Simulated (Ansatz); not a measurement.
CuI (P4/nmm) from a database structure, relaxed with r2SCAN+rVV10 in the PAW code Ansatz. It is tetragonal, P4/nmm (No. 129); conventional cell a = 4.055 Å, c = 6.346 Å, 26.09 Å³ an atom. Cu is surrounded by 4 I at 2.64 Å; I is surrounded by 4 Cu at 2.64 Å.

The axes x, y and z are those of this cell:
```
Cu I
1.0
     4.05511    0.00000    0.00000
     0.00000    4.05511    0.00000
     0.00000    0.00000    6.34568
Cu I
2 2
Cartesian
  2.0276 2.0276 0.0000
  0.0000 0.0000 0.0000
  2.0276 0.0000 1.6925
  0.0000 2.0276 4.6532
```

Unstrained: PBE gives a direct gap of 1.583 eV at Γ. r2SCAN gives a direct gap of 2.076 eV at Γ. The HSE06 gap is direct at Γ: 2.917 eV. Meshes: PBE 6×6×4, r2SCAN 6×6×4, HSE06 4×4×4. Strains are changes of length per length, and xy shears are angles. After each strain the atoms were relaxed again with r2SCAN+rVV10 within the symmetry that the strain leaves, so tilts or polar shifts that break it weren't tested; points keep the names that they have in the unstrained zone. Spin-unpolarised throughout; all numbers are computed.

(1) Apply uniaxial +5.04 % along z, other directions held. How far does the gap move, against the unstrained cell?

(2) Estimate what xy shear, engineering strain (angle) -4.6 % does to the gap.

Results:

(1) PBE: the gap goes from 1.583 to 1.612 eV (+0.029 eV). r2SCAN: the gap goes from 2.076 to 2.088 eV (+0.012 eV).

(2) PBE: the gap goes from 1.583 to 1.557 eV (-0.026 eV). r2SCAN: the gap goes from 2.076 to 2.049 eV (-0.027 eV). HSE06: the gap goes from 2.917 to 2.894 eV (-0.023 eV).

Spin-orbit coupling is left out, which matters wherever the heavy atoms make up the band edges.

The meshes of the hybrids are coarse, so their gaps aren't converged to the digits shown.
